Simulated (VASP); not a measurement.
All values below come from PBE GGA, VASP's PBE PAW potentials (set 64) (plane waves; VASP).

VASP ran on this input.

KPOINTS:
```
Automatic mesh
0
gamma
  6 6 6
```

### INCAR
```
SYSTEM = CsI
PREC = Normal
ENCUT = 500
EDIFF = 1E-8
NELM = 1
ALGO = Exact
LREAL = .FALSE.
LASPH = .TRUE.
ISMEAR = 0
SIGMA = 0.01
GGA = PE
LWAVE = .TRUE.
LCHARG = .FALSE.
NBANDS = 120
LOPTICS = .TRUE.
```

File POSCAR:
```
CsI
4.570
  1.0000000000   0.0000000000   0.0000000000
  0.0000000000   1.0000000000   0.0000000000
  0.0000000000   0.0000000000   1.0000000000
Cs I
1 1
Direct
  0.0000000000   0.0000000000   0.0000000000
  0.5000000000   0.5000000000   0.5000000000
```

POTCAR, in this order: Cs_sv_GW I_GW (PBE.64 set). Program: vasp_std. Read from the step before: WAVECAR.

Output

OSZICAR:
```
       N       E                     dE             d eps       ncg     rms          rms(c)
DIA:   1    -0.711047158290E+01   -0.71105E+01    0.00000E+00     0   0.000E+00
   1 F= -.71104716E+01 E0= -.71104716E+01  d E =-.261270E-18
 imaginary and real dielectric function
```

File OUTCAR:
```
 val. band max:        1.4529976751   @ k =   0.5000   0.5000   0.0000

 cond. band min:       5.3255180265   @ k =   0.0000   0.0000   0.0000



 k-point     1 :       0.0000    0.0000    0.0000
  band No.  band energies     occupation
      1     -18.9180      2.00000
      2      -9.1969      2.00000
      3      -5.6227      2.00000
      4      -5.6227      2.00000
      5      -5.6227      2.00000
      6       1.3666      2.00000
      7       1.3666      2.00000
      8       1.3666      2.00000
      9       5.3255      0.00000
     10       5.6517      0.00000
     11       5.6517      0.00000
     12       9.2338      0.00000
     13       9.2338      0.00000
     14       9.2338      0.00000
     15      11.6979      0.00000
     16      11.6979      0.00000
     17      12.8848      0.00000
     18      12.8848      0.00000
     19      12.8848      0.00000
     20      13.7878      0.00000
     21      13.7878      0.00000
     22      13.7878      0.00000
     23      15.2348      0.00000
     24      15.2348      0.00000
     25      15.2348      0.00000
     26      15.3054      0.00000
     27      17.5768      0.00000
     28      17.5768      0.00000
     29      17.5768      0.00000
     30      18.5663      0.00000
     31      19.2396      0.00000
     32      19.2396      0.00000
     33      19.2396      0.00000
     34      21.8732      0.00000
     35      21.9546      0.00000
     36      21.9546      0.00000
     37      24.7949      0.00000
     38      24.7949      0.00000
     39      24.7949      0.00000
     40      26.3933      0.00000
     41      26.3933      0.00000
     42      26.7465      0.00000
     43      26.8809      0.00000
     44      26.8809      0.00000
     45      26.8809      0.00000
     46      29.3213      0.00000
     47      29.3213      0.00000
     48      29.3213      0.00000
     49      30.0779      0.00000
     50      30.0779      0.00000
     51      30.0779      0.00000
     52      32.3449      0.00000
...
```

The density is held fixed in this step, so its total energy and stress have no physical meaning. Unless said otherwise, spin-orbit coupling is left out, though it shifts the bands of the heavy elements here.

The compound is CsI in the CsCl type structure. The cell was not relaxed at this level.
